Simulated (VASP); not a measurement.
AlAu: single point with LDA

AlAu:

```
Al Au
1.0
     3.22394    0.00000    0.00000
     0.00000    3.22394    0.00000
     0.00000    0.00000    3.22394
Al Au
1 1
Direct
  0.00000 0.00000 0.00000
  0.50000 0.50000 0.50000
```

The cell comes from a database or a generator and needn't be the stable form of this composition.

```yaml
Program: VASP 6.6.1
Task: single point
Functional: LDA
Potentials_or_basis: VASP PAW LDA potentials, release 64 (Al, Au)
Cutoff: 520 eV
k_mesh: 6 × 6 × 6
Occupations: gaussian, width 0.1 eV
Spin: no spin polarisation
```

```
Pressure               : -8.1 GPa
Band gap on the k mesh : none (metal or under the smearing width)
```

Levels at points of the mesh, in eV from the Fermi level:
```
           k point  band 3  band 4  band 5  band 6  band 7  band 8  band 9  band 10  band 11  band 12
(0.00, 0.00, 0.00)   -6.58   -4.71   -4.71   -4.71    2.81    2.81    2.81     6.52     7.49     7.49
(0.50, 0.00, 0.00)   -6.23   -5.59   -5.59   -4.60   -3.29    5.86    7.28     7.28     7.84     7.84
(0.50, 0.50, 0.00)   -5.37   -5.37   -3.87   -3.42   -3.42   -1.27    0.67     7.07    10.80    10.80
(0.50, 0.50, 0.50)   -7.10   -3.82   -3.82   -0.52    0.96    0.96    0.96     2.10     3.61     3.61
```

Run time: 2.4 s on 1 thread of Intel(R) Xeon(R) 6975P-C (Granite Rapids), with other jobs on the host, peak memory 0.12 GiB.

Spin-orbit coupling is left out, which matters for the levels of Au.
